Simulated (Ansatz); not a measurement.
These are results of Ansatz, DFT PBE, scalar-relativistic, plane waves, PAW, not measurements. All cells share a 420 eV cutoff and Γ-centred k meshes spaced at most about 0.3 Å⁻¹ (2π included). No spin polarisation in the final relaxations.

Temperature and zero-point effects are left out.

Two forms of P were relaxed alike.

A.

```
P
1.0
     4.71248    0.00000    0.00000
     0.27053    5.43481    0.00000
     2.00660    1.94047    5.81858
P
6
Direct
  0.83302 0.28113 0.63241
  0.80828 0.33741 0.10557
  0.48234 0.28319 0.94509
  0.51578 0.33457 0.43921
  0.19627 0.63339 0.85756
  0.16432 0.63031 0.52016
```

B.

```
P
1.0
    -3.82434    3.82434    3.73551
     3.82434   -3.82434    3.73551
     3.82434    3.82434   -3.73551
P
8
Direct
  0.77360 0.98121 0.79239
  0.18882 0.98121 0.20761
  0.73121 0.43882 0.70761
  0.73121 0.02360 0.29239
  0.56119 0.26879 0.29239
  0.97640 0.26879 0.70761
  0.01879 0.81119 0.79239
  0.01879 0.22640 0.20761
```

Question: Which would you expect to be lower, and how large is the difference?

Answer: B is lower, by 94 meV/atom. A has space group P1 (No. 1), 24.8 Å³/atom and a gap of 0.68 eV on its mesh; B has space group I4_1/amd (No. 141), 27.3 Å³/atom and a gap of 1.85 eV. In A, around P on its first site lie 3 P at 2.18–2.30 Å; around P on its second site lie 2 P at 2.16–2.18 Å and 1 P at 2.31 Å; P on its third site has 3 P at 2.18–2.30 Å; 3 more sites not described. In B, around P lie 3 P at 2.24–2.26 Å. Both come from invented guesses. A third cell relaxed alike, in I-42d, lies 18 meV/atom below the lower of the two; the I4_1/amd cell fell into it when its atoms were moved at random. The part of the Crystallography Open Database at hand lists P in space groups No. 2, 13, 64, 123; no cell shown has one of them.

No dispersion correction is applied, so the spacing and binding between layers, chains or molecules are poorly described (P1), and this can change margins and order among such cells. Kohn–Sham gaps at this level usually fall short of measured ones. Cells relaxed within their symmetry can be saddle points; a later kick test found a lower structure for P I4_1/amd.
